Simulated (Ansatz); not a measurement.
# TaN: stress in a strained cell

TaN is deformed so: equal xy, yz and zx engineering shear strains of -2 %. What stress and forces result, by LAPW, PAW and all-electron datasets made for the crystal?

Method: DFT PBEsol, scalar-relativistic, in Ansatz 0.2.0.

## (1) The system as given

The structure is hexagonal, space group P6_3/mmc (No. 194). The conventional cell has a = 3.048 Å, b = 3.048 Å, c = 4.918 Å, α = 90.00°, β = 90.00°, γ = 120.00°. Ta (site symmetry -3m) is surrounded by 6 N at 2.15 Å and 2 Ta at 2.46 Å. N (site symmetry -6m2) is surrounded by 6 Ta at 2.15 Å.

Structure file:

```
CELL_PARAMETERS angstrom
3.04800 0.00000 0.00000
-1.52400 2.63965 0.00000
0.00000 0.00000 4.91800
ATOMIC_POSITIONS crystal
Ta 0.00000 0.00000 0.00000
Ta 0.00000 0.00000 0.50000
N 0.33333 0.66667 0.25000
N 0.66667 0.33333 0.75000
```

Atoms are numbered in the order of the input: Ta1, Ta2, N3, N4.

## (2) After the deformation

Space group P6_3/mmc before, P-1 after.

## (3) LAPW, all electrons

input.yaml reads:

```yaml
crystal:
  lattice:
    - [3.0480019786, -0.0304800198, -0.0304800198]
    - [-1.5503974607, 2.6548871541, -0.0111564616]
    - [-0.04918, -0.04918, 4.918]
  atoms:
    - { symbol: Ta, position: [0.0, 0.0, 0.0] }
    - { symbol: Ta, position: [0.0, 0.0, 0.5] }
    - { symbol: "N", position: [0.3333333333, 0.6666666667, 0.25] }
    - { symbol: "N", position: [0.6666666667, 0.3333333333, 0.75] }
kpoints:
  mp_grid: { grid: [11, 11, 6] }
  band_path:
    path:
      - [0.0, 0.0, 0.0]
      - [0.0, 0.0, 0.5]
      - [-0.5, 0.5, 0.0]
      - [0.0, 0.0, 0.0]
      - [0.0, -0.5, 0.0]
      - [-0.5, 0.0, 0.5]
      - [0.0, 0.0, 0.0]
      - [-0.5, 0.0, 0.0]
      - [0.0, -0.5, 0.5]
    npoints: 5
scf:
  occupations: { method: fermi_dirac, width: 0.01 }
hamiltonian:
  xc: pbesol
  pseudopotentials: { kind: all_electron, lapw: { basis_error: 0.001 } }
output:
  forces: true
  stress: true
  eigenvalues: true
```

Started as:

```bash
ansatz run input.yaml --threads 1 --pin off --max-ram 4096MiB --backend cpu --events-out ev --progress --plain --runs-dir out
```

## (4) Frozen-core PAW

input.yaml reads:

```yaml
crystal:
  lattice:
    - [3.0480019786, -0.0304800198, -0.0304800198]
    - [-1.5503974607, 2.6548871541, -0.0111564616]
    - [-0.04918, -0.04918, 4.918]
  atoms:
    - { symbol: Ta, position: [0.0, 0.0, 0.0] }
    - { symbol: Ta, position: [0.0, 0.0, 0.5] }
    - { symbol: "N", position: [0.3333333333, 0.6666666667, 0.25] }
    - { symbol: "N", position: [0.6666666667, 0.3333333333, 0.75] }
kpoints:
  mp_grid: { grid: [11, 11, 6] }
scf:
  occupations: { method: fermi_dirac, width: 0.01 }
hamiltonian:
  xc: pbesol
  pseudopotentials: { kind: paw }
output:
  forces: true
  stress: true
  eigenvalues: true
  efg: { contact_densities: true }
```

## (5) All-electron PAW on datasets made for the crystal

input.yaml, as its differences from that of step 4:

```diff
@@ -16,3 +16,3 @@
   xc: pbesol
-  pseudopotentials: { kind: paw }
+  pseudopotentials: { kind: all_electron, datasets: crystal }
 output:
```

(Steps that only read results are left out.)

**Question.** What will these runs give? Wanted: pressure; largest shear or deviatoric stress.

**Answer**, as computed:

```
                                 quantity                                              value
                                 pressure  LAPW 48.32, PAW 48.92, crystal datasets 48.31 GPa
largest shear or deviatoric stress (LAPW)                                          53.64 GPa
```

In words: The largest part of the stress beyond the pressure is 53.64 GPa in size, in the zz component; the atoms are carried along and not relaxed. No run of the undeformed cell stands beside it, so pressure and stress hold what the given cell had before the change, as far as its symmetry allows. PAW: stress within 0.89 GPa of LAPW, forces within 6 meV/Å. Crystal datasets: stress within 0.01 GPa of LAPW, forces within 1 meV/Å. Spin-orbit coupling is left out, though the cell holds Ta; in elements this heavy it can shift bands and gaps by tenths of an eV.
